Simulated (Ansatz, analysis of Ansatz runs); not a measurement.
**Charge-transition level of the Mn on the Ga site in GaP (HSE06 on PBE structures)**

How near does this set-up come to the measured charge-transition level? Subject: Mn on the Ga site in GaP. Set-up: HSE06 on PBE structures, 32-site cell, PBE lattice, 420 eV, k: 2x2x2 shifted 0.5 0.5 0.5 then the zone centre alone. The model is a cell of 32 host atoms with 1 Ga taken out and 1 Mn put in. The level is the Fermi energy at which two charge states have equal formation energy, after a correction for the images of the charge. Exact exchange opens the gap, stiffens bonds and lessens the self-interaction error, at many times the cost.

Measured beforehand: (0/-1) level above the valence-band top: 0.4 eV, by temperature-dependent Hall effect (quoted in “Electronic structure of transition-atom impurities in GaP”, 1985, V. A. Singh and Alex Zunger, quoting earlier work (1976)). The runs below try to reproduce this.

Main program and level: Ansatz 0.2.0; plane-wave PAW DFT, PBE; relaxation of all atoms of a defect supercell.

Report form: the programs' logs are mostly left out.

In doubt: the hybrid run may have settled on a false gap or state (step 4), so the values of those runs are not to be relied on; a hybrid run on one k-point (steps 4, 5), which bears on gaps, levels and energies.

## 1. The structure

The cell holds 32 atoms: 15 Ga, 1 Mn and 16 P. Cell: a = 9.535 Å, b = 9.535 Å, c = 9.535 Å, α = 109.5°, β = 109.5°, γ = 109.5°. It derives from GaP (space group F-43m). Nearest the centre at fractional (0.250, 0.500, 0.250): Mn7 at 0.00 Å, P28 at 2.38 Å, P19 at 2.38 Å, P23 at 2.38 Å, P22 at 2.38 Å, Ga1 at 3.89 Å, Ga8 at 3.89 Å, Ga4 at 3.89 Å.

The host's primitive cell comes from a first run (plane-wave PAW DFT, PBE; relaxation of the host's cell and atoms): vectors of 3.893, 3.893 and 3.893 Å. That is 20.86 Å³ an atom, 3.0 % over the diffraction cell's volume. The supercell is built on it.

## 2. Relaxation, charge 0

Every later number rests on the structure around the defect, so the atoms are relaxed at the host's lattice first.

Contents of relax0/input.yaml:

```yaml
relax:
  f_tol: 0.02
  max_steps: 80
  random_displacement: { amplitude: 0.05, seed: 23 }
crystal:
  lattice:
    - [-5.50512848, 5.50512848, -5.50512848]
    - [5.50512848, 5.50512848, 5.50512848]
    - [5.50512848, -5.50512848, -5.50512848]
  atoms:
    - { symbol: Ga, position: [0.0, 0.0, 0.0] }
    - { symbol: Ga, position: [0.0, 0.25, 0.75] }
    - { symbol: Ga, position: [0.0, 0.5, 0.5] }
    - { symbol: Ga, position: [0.0, 0.75, 0.25] }
    - { symbol: Ga, position: [0.25, 0.0, 0.75] }
    - { symbol: Ga, position: [0.25, 0.25, 0.5] }
    - { symbol: Mn, position: [0.25, 0.5, 0.25], spin: 4.0 }
    - { symbol: Ga, position: [0.25, 0.75, 0.0] }
    - { symbol: Ga, position: [0.5, 0.0, 0.5] }
    - { symbol: Ga, position: [0.5, 0.25, 0.25] }
    - { symbol: Ga, position: [0.5, 0.5, 0.0] }
    - { symbol: Ga, position: [0.5, 0.75, 0.75] }
    - { symbol: Ga, position: [0.75, 0.0, 0.25] }
    - { symbol: Ga, position: [0.75, 0.25, 0.0] }
    - { symbol: Ga, position: [0.75, 0.5, 0.75] }
    - { symbol: Ga, position: [0.75, 0.75, 0.5] }
    - { symbol: P, position: [0.0, 0.0, 0.75] }
    - { symbol: P, position: [0.0, 0.25, 0.5] }
    - { symbol: P, position: [0.0, 0.5, 0.25] }
    - { symbol: P, position: [0.0, 0.75, 0.0] }
    - { symbol: P, position: [0.25, 0.0, 0.5] }
    - { symbol: P, position: [0.25, 0.25, 0.25] }
    - { symbol: P, position: [0.25, 0.5, 0.0] }
    - { symbol: P, position: [0.25, 0.75, 0.75] }
    - { symbol: P, position: [0.5, 0.0, 0.25] }
    - { symbol: P, position: [0.5, 0.25, 0.0] }
    - { symbol: P, position: [0.5, 0.5, 0.75] }
    - { symbol: P, position: [0.5, 0.75, 0.5] }
    - { symbol: P, position: [0.75, 0.0, 0.0] }
    - { symbol: P, position: [0.75, 0.25, 0.75] }
    - { symbol: P, position: [0.75, 0.5, 0.5] }
    - { symbol: P, position: [0.75, 0.75, 0.25] }
  host:
    repeats: [1, 1, 1]
    atoms:
      - { symbol: Ga, position: [0.0, 0.0, 0.0] }
      - { symbol: Ga, position: [0.0, 0.25, 0.75] }
      # ... 30 more atoms of the perfect host
basis:
  ecutwfc: 420
  xc_grid: 2
hamiltonian:
  xc: pbe
kpoints:
  mp_grid: { grid: [2, 2, 2], shift: [0.5, 0.5, 0.5] }
magnetization:
  spin_polarized: true
  initial_magnetization: 4
  spin_locking: { lock_magnetization: hard }
scf:
  occupations: { method: fermi_dirac, width: 0.01 }
  max_iter: 120
output:
  forces: true
  charged_corrections:
    epsilon: 10.62
    static_epsilon: 12.85
    defect_position: [0.25, 0.5, 0.25]
checkpoint:
  write: "../relax0.run"
  compress: false
  write_wavefunctions: true
  write_every: 100000
```

The run is started by

```sh
ansatz run input.yaml --threads 4 --pin off --max-ram 7536MiB --backend cpu --events-out ev --progress --plain --runs-dir out
```

It took 4 min on 4 threads of Arm Neoverse V2, shared host; peak memory 2.9 GiB; 15 min of CPU time.

Relaxation path:

| step | energy less that of the first step (eV) | largest force component (eV/Å) |
| --- | --- | --- |
| 1 | 0.0000 | 0.8858 |
| 2 | -0.3932 | 0.3564 |
| 3 | -0.4494 | 0.0209 |
| 4 | -0.4478 | 0.0631 |
| 5 | -0.4498 | 0.0045 |

Relaxation step 4 was tried and not accepted.

The atoms that moved most (Å, from the sites as typed, ahead of the random displacement, the mean shift of all atoms taken out):

| atom | dx | dy | dz | length |
| --- | --- | --- | --- | --- |
| P28 | -0.007 | -0.031 | 0.007 | 0.033 |
| P22 | 0.007 | 0.031 | 0.007 | 0.033 |
| P19 | -0.007 | 0.031 | -0.007 | 0.033 |
| P23 | 0.007 | -0.031 | -0.007 | 0.032 |
| Ga6 | -0.004 | 0.013 | 0.004 | 0.014 |
| Ga9 | -0.004 | -0.013 | -0.004 | 0.014 |
| Ga11 | 0.005 | -0.013 | 0.004 | 0.014 |
| P29 | 0.008 | 0.010 | -0.007 | 0.014 |

Final coordinates:

```xyz
32
Lattice="-5.5051 5.5051 -5.5051 5.5051 5.5051 5.5051 5.5051 -5.5051 -5.5051" Properties=species:S:1:pos:R:3 pbc="T T T"
Ga    0.0009    0.0104   -0.0116
Ga    5.4930   -2.7496   -2.7512
Ga    5.4976    0.0103   -0.0034
Ga    5.5107    2.7453    2.7538
Ga    2.7492   -2.7546   -5.5130
Ga    2.7451    0.0110   -2.7559
Mn    2.7492    2.7504   -0.0075
Ga    2.7451    5.4906    2.7405
Ga   -0.0074   -0.0152   -5.5170
Ga   -0.0121    2.7455   -2.7691
Ga    0.0013    5.4901   -0.0035
Ga    5.5107    2.7557   -2.7693
Ga   -2.7556    2.7506   -5.5129
Ga   -2.7514    5.5159   -2.7645
Ga    2.7495    2.7504   -5.5127
Ga    2.7537    5.4904   -2.7560
P     4.1244   -4.1297   -4.1333
P     4.1182   -1.3686   -1.3767
P     4.1186    1.4052    1.3614
P     4.1287    4.1259    4.1221
P     1.3743   -1.3794   -4.1331
P     1.3798    1.4053   -1.3767
P     1.3799    4.0958    1.3616
P     6.8790    1.3752   -1.3872
P    -1.3867    1.3645   -4.1439
P    -1.3806    4.1258   -1.3872
P     4.1292    1.3749   -4.1379
P     4.1184    4.0953   -1.3768
P    -4.1245    4.1364   -4.1439
P     1.3700    1.3751   -6.8878
P     1.3699    4.1258   -4.1379
P     1.3808    6.8698   -1.3767
```

Neighbours of Mn7 at the end:

| atom | distance (Å) |
| --- | --- |
| P28 | 2.358 |
| P19 | 2.358 |
| P22 | 2.358 |
| P23 | 2.358 |
| Ga11 | 3.880 |
| Ga14 | 3.880 |
| Ga6 | 3.880 |
| Ga9 | 3.881 |
| Ga8 | 3.881 |
| Ga1 | 3.881 |
| Ga3 | 3.881 |
| Ga16 | 3.881 |
| Ga2 | 3.905 |
| Ga4 | 3.905 |
| Ga10 | 3.905 |
| Ga12 | 3.906 |

Read from the output:

- free energy: -72747.2773 eV
- smearing term TS: 0.003726 eV
- total moment: 4 μB
- integral of the absolute spin density: 4.418 μB
- spin contamination: 0.2891

The relaxation ends 14 meV an atom lower than the displaced start, with a largest force component of 0.0045 eV/Å.

## 3. Relaxation, charge −1

The input displaces the atoms at random before the relaxation, so that it can leave a symmetric saddle if there is one.

Contents of relax1/input.yaml:

```yaml
relax:
  f_tol: 0.02
  max_steps: 80
  random_displacement: { amplitude: 0.05, seed: 23 }
crystal:
  lattice:
    - [-5.50512848, 5.50512848, -5.50512848]
    - [5.50512848, 5.50512848, 5.50512848]
    - [5.50512848, -5.50512848, -5.50512848]
  atoms:
    - { symbol: Ga, position: [0.0, 0.0, 0.0] }
    - { symbol: Ga, position: [0.0, 0.25, 0.75] }
[... 1 atom line left out ...]
    - { symbol: Ga, position: [0.0, 0.75, 0.25] }
[... 2 atom lines left out ...]
    - { symbol: Mn, position: [0.25, 0.5, 0.25], spin: 5.0 }
    - { symbol: Ga, position: [0.25, 0.75, 0.0] }
    - { symbol: Ga, position: [0.5, 0.0, 0.5] }
[... 2 atom lines left out ...]
    - { symbol: Ga, position: [0.5, 0.75, 0.75] }
[... 1 atom line left out ...]
    - { symbol: Ga, position: [0.75, 0.25, 0.0] }
[... 4 atom lines left out ...]
    - { symbol: P, position: [0.0, 0.5, 0.25] }
[... 2 atom lines left out ...]
    - { symbol: P, position: [0.25, 0.25, 0.25] }
    - { symbol: P, position: [0.25, 0.5, 0.0] }
[... 4 atom lines left out ...]
    - { symbol: P, position: [0.5, 0.75, 0.5] }
[... 3 atom lines left out ...]
    - { symbol: P, position: [0.75, 0.75, 0.25] }
  host:
    repeats: [1, 1, 1]
    atoms:
      - { symbol: Ga, position: [0.0, 0.0, 0.0] }
      - { symbol: Ga, position: [0.0, 0.25, 0.75] }
      # ... 30 more atoms of the perfect host
total_charge: -1
basis:
  ecutwfc: 420
  xc_grid: 2
hamiltonian:
  xc: pbe
kpoints:
  mp_grid: { grid: [2, 2, 2], shift: [0.5, 0.5, 0.5] }
magnetization:
  spin_polarized: true
  initial_magnetization: 5
  spin_locking: { lock_magnetization: hard }
scf:
  occupations: { method: fermi_dirac, width: 0.01 }
  max_iter: 120
output:
  forces: true
  charged_corrections:
    epsilon: 10.62
    static_epsilon: 12.85
    defect_position: [0.25, 0.5, 0.25]
checkpoint:
  write: "../relax1.run"
  compress: false
  write_wavefunctions: true
  write_every: 100000
```

Elapsed: 2.8 min, on 4 threads; peak memory 2.9 GiB; 10 min of CPU time.

Relaxation path:

| step | energy less that of the first step (eV) | largest force component (eV/Å) |
| --- | --- | --- |
| 1 | 0.0000 | 0.8484 |
| 2 | -0.4040 | 0.3272 |
| 3 | -0.4577 | 0.0061 |
| 4 | -0.4577 | 0.0061 |

The atoms that moved most (Å, from the sites as typed, ahead of the random displacement, the mean shift of all atoms taken out):

| atom | dx | dy | dz | length |
| --- | --- | --- | --- | --- |
| Ga14 | 0.028 | 0.006 | -0.005 | 0.029 |
| Ga1 | 0.003 | 0.002 | -0.028 | 0.029 |
| Ga12 | -0.003 | 0.028 | 0.004 | 0.028 |
| Ga16 | 0.028 | -0.002 | 0.005 | 0.028 |
| Ga10 | 0.004 | -0.028 | 0.004 | 0.028 |
| Ga9 | -0.004 | -0.006 | -0.027 | 0.028 |
| Ga2 | 0.004 | 0.027 | -0.003 | 0.027 |
| Ga11 | 0.003 | -0.005 | 0.027 | 0.027 |

Final coordinates:

```xyz
32
Lattice="-5.5051 5.5051 -5.5051 5.5051 5.5051 5.5051 5.5051 -5.5051 -5.5051" Properties=species:S:1:pos:R:3 pbc="T T T"
Ga   -0.0004    0.0001   -0.0360
Ga    5.5060   -2.7279   -2.7635
Ga    5.4994    0.0008    0.0190
Ga    5.4982    2.7238    2.7412
Ga    2.7495   -2.7548   -5.5121
Ga    2.7242    0.0028   -2.7567
Mn    2.7472    2.7501   -0.0072
Ga    2.7227    5.5012    2.7406
Ga   -0.0070   -0.0082   -5.5394
Ga    0.0004    2.7229   -2.7563
Ga   -0.0001    5.4980    0.0189
Ga    5.4988    2.7785   -2.7566
Ga   -2.7563    2.7504   -5.5131
Ga   -2.7280    5.5086   -2.7649
Ga    2.7478    2.7507   -5.5122
Ga    2.7770    5.5006   -2.7556
P     4.1335   -4.1240   -4.1439
P     4.1186   -1.3715   -1.3765
P     4.1279    1.3737    1.3685
P     4.1169    4.1189    4.1135
P     1.3670   -1.3854   -4.1425
P     1.3715    1.3721   -1.3854
P     1.3717    4.1285    1.3706
P     6.8713    1.3819   -1.3765
P    -1.3862    1.3673   -4.1448
P    -1.3731    4.1193   -1.3773
P     4.1191    1.3823   -4.1302
P     4.1257    4.1267   -1.3847
P    -4.1244    4.1345   -4.1438
P     1.3797    1.3804   -6.8957
P     1.3805    4.1198   -4.1281
P     1.3798    6.8721   -1.3765
```

Neighbours of Mn7 at the end:

| atom | distance (Å) |
| --- | --- |
| P23 | 2.385 |
| P22 | 2.386 |
| P28 | 2.386 |
| P19 | 2.386 |
| Ga14 | 3.885 |
| Ga2 | 3.886 |
| Ga11 | 3.886 |
| Ga10 | 3.886 |
| Ga6 | 3.887 |
| Ga1 | 3.887 |
| Ga9 | 3.888 |
| Ga8 | 3.888 |
| Ga16 | 3.888 |
| Ga4 | 3.889 |
| Ga12 | 3.890 |
| Ga3 | 3.890 |

Numbers from this step:

* free energy: -72740.3544 eV
* total moment: 5 μB
* integral of the absolute spin density: 5.086 μB
* spin contamination: 0.03050

The relaxation ends 14 meV an atom lower than the displaced start, with a largest force component of 0.0061 eV/Å.

## 4. Single point, charge 0

The relaxed structure is kept, and the final numbers are taken at the final level and k-points.

This step: plane-wave PAW DFT, HSE06; single point of a defect supercell on the structure relaxed with PBE.

Contents of point0/input.yaml:

```yaml
crystal:
  lattice:
    - [-5.50512848, 5.50512848, -5.50512848]
    - [5.50512848, 5.50512848, 5.50512848]
    - [5.50512848, -5.50512848, -5.50512848]
  atoms:
    - { symbol: Ga, position: [0.002001921, 0.001029672, 0.001143699] }
    - { symbol: Ga, position: [0.000147349, 0.249173685, 0.748775926] }
    - { symbol: Ga, position: [0.001248126, 0.500248657, 0.499625768] }
[... 3 atom lines left out ...]
    - { symbol: Mn, position: [0.250481624, 0.49949437, 0.250374364], spin: 4.0 }
    - { symbol: Ga, position: [0.249773953, 0.747997149, 0.000412865] }
    - { symbol: Ga, position: [0.499693743, -0.002056027, 0.50039912] }
[... 1 atom line left out ...]
    - { symbol: Ga, position: [0.498950433, 0.498749505, 0.000437711] }
[... 2 atom lines left out ...]
    - { symbol: Ga, position: [0.752065509, 0.251087848, 0.001192291] }
[... 1 atom line left out ...]
    - { symbol: Ga, position: [0.748968997, 0.748763116, 0.500415398] }
[... 2 atom lines left out ...]
    - { symbol: P, position: [0.003978786, 0.501697267, 0.250427774] }
[... 2 atom lines left out ...]
    - { symbol: P, position: [0.25267098, 0.252953394, 0.250362354] }
    - { symbol: P, position: [0.248324894, 0.497325559, 0.001659868] }
[... 4 atom lines left out ...]
    - { symbol: P, position: [0.497000202, 0.746007452, 0.4990937] }
[... 3 atom lines left out ...]
    - { symbol: P, position: [0.748984891, 0.749357034, 0.250447156] }
  host:
    repeats: [1, 1, 1]
    atoms:
      - { symbol: Ga, position: [0.0, 0.0, 0.0] }
      - { symbol: Ga, position: [0.0, 0.25, 0.75] }
      # ... 30 more atoms of the perfect host
basis:
  ecutwfc: 420
  xc_grid: 2
hamiltonian:
  xc: hse06
kpoints:
  mp_grid: { grid: [1, 1, 1] }
magnetization:
  spin_polarized: true
  initial_magnetization: 4
  spin_locking: { lock_magnetization: hard }
scf:
  occupations: { method: fermi_dirac, width: 0.01 }
  max_iter: 120
output:
  forces: true
  charged_corrections:
    epsilon: 10.62
    static_epsilon: 12.85
    defect_position: [0.25, 0.5, 0.25]
  eigenvalues: true
checkpoint:
  read: "../relax0.run"
  write: "../point0.run"
  compress: false
  write_wavefunctions: true
  write_every: 100000
```

The job ended after 2.4 min (4 threads; peak memory 1.7 GiB).

Read from the output:

| Quantity | Value |
| --- | --- |
| free energy | -72760.5342 eV |
| total moment | 4 μB |
| integral of the absolute spin density | 5.417 μB |
| spin contamination | 0.6226 |

## 5. Single point, charge −1

This step: plane-wave PAW DFT, HSE06; single point of a defect supercell on the structure relaxed with PBE.

Contents of point1/input.yaml:

```yaml
crystal:
  lattice:
    - [-5.50512848, 5.50512848, -5.50512848]
    - [5.50512848, 5.50512848, 5.50512848]
    - [5.50512848, -5.50512848, -5.50512848]
  atoms:
    - { symbol: Ga, position: [0.003277776, -2.3931e-05, 0.003236342] }
    - { symbol: Ga, position: [0.003234137, 0.252320935, 0.751076027] }
    - { symbol: Ga, position: [-0.001651718, 0.49954512, 0.497754027] }
    - { symbol: Ga, position: [-0.00157702, 0.746753232, 0.25040342] }
[... 2 atom lines left out ...]
    - { symbol: Mn, position: [0.250431504, 0.499287084, 0.250161258], spin: 5.0 }
    - { symbol: Ga, position: [0.250726196, 0.746928659, -0.001624855] }
    - { symbol: Ga, position: [0.502373179, -0.001373727, 0.50248121] }
[... 1 atom line left out ...]
    - { symbol: Ga, position: [0.497633367, 0.49933957, -0.001730483] }
[... 2 atom lines left out ...]
    - { symbol: Ga, position: [0.751432092, 0.252540856, 0.00334855] }
[... 4 atom lines left out ...]
    - { symbol: P, position: [0.000476746, 0.499686672, 0.250624463] }
[... 2 atom lines left out ...]
    - { symbol: P, position: [0.250442268, 0.249183585, 0.250393373] }
    - { symbol: P, position: [0.250481618, 0.49955384, 9.6632e-05] }
[... 4 atom lines left out ...]
    - { symbol: P, position: [0.50057082, 0.749524215, 0.500480779] }
[... 3 atom lines left out ...]
    - { symbol: P, position: [0.749174545, 0.749476268, 0.250333823] }
  host:
    repeats: [1, 1, 1]
    atoms:
      - { symbol: Ga, position: [0.0, 0.0, 0.0] }
      - { symbol: Ga, position: [0.0, 0.25, 0.75] }
      # ... 30 more atoms of the perfect host
total_charge: -1
basis:
  ecutwfc: 420
  xc_grid: 2
hamiltonian:
  xc: hse06
kpoints:
  mp_grid: { grid: [1, 1, 1] }
magnetization:
  spin_polarized: true
  initial_magnetization: 5
  spin_locking: { lock_magnetization: hard }
scf:
  occupations: { method: fermi_dirac, width: 0.01 }
  max_iter: 120
output:
  forces: true
  charged_corrections:
    epsilon: 10.62
    static_epsilon: 12.85
    defect_position: [0.25, 0.5, 0.25]
  eigenvalues: true
checkpoint:
  read: "../relax1.run"
  write: "../point1.run"
  compress: false
  write_wavefunctions: true
  write_every: 100000
```

The job ended after 1.7 min (4 threads; peak memory 1.7 GiB).

Read from the output:

```yaml
free_energy: -72753.6742 eV
total_moment: 5 μB
integral_of_the_absolute_spin_density: 5.284 μB
spin_contamination: 0.05714
```

## 6. Charge-transition levels

A charged cell feels its images and has its own zero of potential; this step corrects both and places the level between the host's band edges.

This step: place-levels on HSE06 runs: charge-transition levels with image-charge correction and potential alignment at the atomic sites.

Contents of levels.yaml:

```yaml
host:
  run: host.point.run
states: [point0.run, point1.run]
geometry_from:
  point0.run: relax0.run
  point1.run: relax1.run
```

The run is started by

```sh
ansatz place-levels levels.yaml -- --threads 4 --pin off --max-ram 7536MiB
```

Wall time 0.73 s (4 threads).

Numbers from this step:

| Quantity | Value |
| --- | --- |
| gap | 2.388 eV |

## 7. What came out

```
static dielectric constant used         : 12.8
band gap of the host                    : 2.39 eV
(0/-1) level above the valence-band top : 0.73 eV
time of the whole chain                 : 12 min on 4 threads
```

(0/-1) level above the valence-band top: computed 0.73 eV, measured 0.4 eV; 0.33 eV above the measurement. The level is counted in a gap of 2.39 eV, and the correction is screened by a dielectric constant of 12.8 from a linear-response run on the host (PBE). The total moment is locked at the high-spin value, which doesn't force the spin onto the d shell; spin-orbit coupling, which lowers the gap of these hosts' heavier members, is left out. Limits: the total moment of each charge state is locked at an assumed value; the band edges were read at the supercell's own k-points, which can miss the true edges by tenths of an eV; the zone centre alone is a coarse sampling for this cell; the structure comes from another functional than the final numbers.

[Logs are printed without paths, hosts, clocks, repeated set-up lines and the standing remarks that a program may print on its own settings, such as how far it seeks lower states.]

[Hosts, paths, dates, database ids (printed as entryN), source tags and the programs' standing remarks are cut or masked in the printed files.]

[For some hosts the program warned that the k-mesh of the response run may be too coarse for force constants and the static dielectric constant; such warnings are not shown here.]
